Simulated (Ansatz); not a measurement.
**ZnO: energy and pressure over a range of volumes**

The task here is to estimate one member of a computed series from the others.

Computed with Ansatz 0.2.0 (DFT PBE, scalar-relativistic, unless a step's input says otherwise).

## Starting point

It takes space group P6_3mc (No. 186, hexagonal). The conventional cell has a = 3.249 Å, b = 3.249 Å, c = 5.204 Å, α = 90.00°, β = 90.00°, γ = 120.00°. Around Zn (site symmetry 3m) lie 4 O at 1.97 to 1.99 Å. O (site symmetry 3m) is surrounded by 4 Zn at 1.97 to 1.99 Å.

As a file:

```cif
data_structure
_symmetry_space_group_name_H-M 'P 1'
_symmetry_Int_Tables_number 1
_cell_length_a 3.2494
_cell_length_b 3.2494
_cell_length_c 5.2038
_cell_angle_alpha 90.000
_cell_angle_beta 90.000
_cell_angle_gamma 120.000
_cell_volume 47.58
loop_
_atom_site_label
_atom_site_type_symbol
_atom_site_fract_x
_atom_site_fract_y
_atom_site_fract_z
_atom_site_occupancy
Zn1 Zn 0.33333 0.66667 0.00000 1
Zn2 Zn 0.66667 0.33333 0.50000 1
O1 O 0.33333 0.66667 0.38210 1
O2 O 0.66667 0.33333 0.88210 1
```

Atoms are numbered in the order of the input: Zn1, Zn2, O3, O4.

Set-up of the first run:

Contents of input.yaml:

```yaml
crystal:
  lattice:
    - [3.1830658516, 0.0, 0.0]
    - [-1.5915329258, 2.7566158894, 0.0]
    - [0.0, 0.0, 5.0975701925]
  atoms:
    - { symbol: Zn, position: [0.3333333333, 0.6666666667, 0.0] }
    - { symbol: Zn, position: [0.6666666667, 0.3333333333, 0.5] }
    - { symbol: O, position: [0.3333333333, 0.6666666667, 0.3821] }
    - { symbol: O, position: [0.6666666667, 0.3333333333, 0.8821] }
kpoints:
  mp_grid: { grid: [11, 11, 6] }
  band_path:
    path:
      - [0.0, 0.0, 0.0]
      - [0.5, 0.0, 0.0]
      - [0.3333333333, 0.3333333333, 0.0]
      - [0.0, 0.0, 0.0]
      - [0.0, 0.0, 0.5]
      - [0.5, 0.0, 0.5]
      - [0.3333333333, 0.3333333333, 0.5]
      - [0.0, 0.0, 0.5]
      - [0.5, 0.0, 0.5]
    npoints: 5
scf:
  occupations: { method: fermi_dirac, width: 0.02 }
hamiltonian:
  xc: pbe
  pseudopotentials: { kind: all_electron, lapw: { basis_error: 0.0005 } }
output:
  forces: true
  stress: true
  eigenvalues: true
```

Started as:

```console
> ansatz run input.yaml --threads 1 --pin off --max-ram 4096MiB --backend cpu --events-out ev --progress --plain --runs-dir out
```

Among the steps run: Volume × 0.94, LAPW; Volume × 0.94, PAW; Volume × 0.94, crystal datasets; Volume × 0.98, LAPW; Volume × 0.98, PAW; Volume × 0.98, crystal datasets; Volume × 1.01, LAPW; Volume × 1.01, PAW; Volume × 1.01, crystal datasets; Volume × 1.04, LAPW; Volume × 1.04, PAW; Volume × 1.04, crystal datasets.

One table of the session follows, with a row left open; its other results are not shown here.

```
          method  volume (Å³/atom)  pressure (GPa)  gap on the k mesh (eV)  largest force (eV/Å)
            LAPW            11.182           15.46                    0.91                 0.034
            LAPW            11.658            8.02                    0.85                 0.032
            LAPW            12.015            3.38                    0.81                 0.032
            LAPW            12.372           -0.57                    0.76                 0.031
             PAW            11.182           15.57                    0.89                 0.033
             PAW            11.658            8.11                    0.83                 0.032
             PAW            12.015               ?                       ?                     ?
             PAW            12.372           -0.48                    0.75                 0.031
crystal datasets            11.182           15.46                    0.91                 0.034
crystal datasets            11.658            8.02                    0.85                 0.032
crystal datasets            12.015            3.38                    0.81                 0.032
crystal datasets            12.372           -0.57                    0.76                 0.031
```

Estimate the missing values for PAW, 12.015.

**Answer.** pressure (GPa): 3.48; gap on the k mesh (eV): 0.79; largest force (eV/Å): 0.031. In the column «pressure (GPa)» it lies between crystal datasets, 12.015 (3.38) and LAPW, 11.658 (8.02).

To keep in mind: Shape and positions are held, so a fully relaxed modulus can be lower. Warnings in the runs' records: crystal datasets made.
